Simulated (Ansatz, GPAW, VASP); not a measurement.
## One calculation of MgS, 3 ways

```
CELL_PARAMETERS angstrom
0.00000 2.60165 2.60165
2.60165 0.00000 2.60165
2.60165 2.60165 0.00000
ATOMIC_POSITIONS crystal
S 0.50000 0.50000 0.50000
Mg 0.00000 0.00000 0.00000
```

Alike in all runs: task single point; functional RPBE; k mesh 9 × 9 × 9; occupations gaussian, width 0.1 eV; no spin polarisation; no spin-orbit coupling. Pressure is positive in compression and, in plane waves, holds the error of the finite cutoff.

| program and potentials | plane-wave cutoff (eV) | notes | pressure (GPa) |
| --- | --- | --- | --- |
| Ansatz, all-electron LAPW, scalar-relativistic | - | - | 3.30 |
| GPAW, the program's PAW data sets (release 1.2.1) made for this functional | 800 | 8 valence electrons an atom on average | 3.20 |
| VASP, PBE PAW files Mg_GW, S_GW, 550 eV | 550 | potentials made for PBE; 4 valence electrons an atom on average | 2.95 |

The pressure spans 2.95 (VASP, PBE PAW files Mg_GW, S_GW, 550 eV) to 3.30 GPa (Ansatz, all-electron LAPW, scalar-relativistic), with all-electron results at 3.30.

The functional is the same throughout but for its coding, so the spread measures potentials, basis and numerics; runs on potential files found faulty are left out.
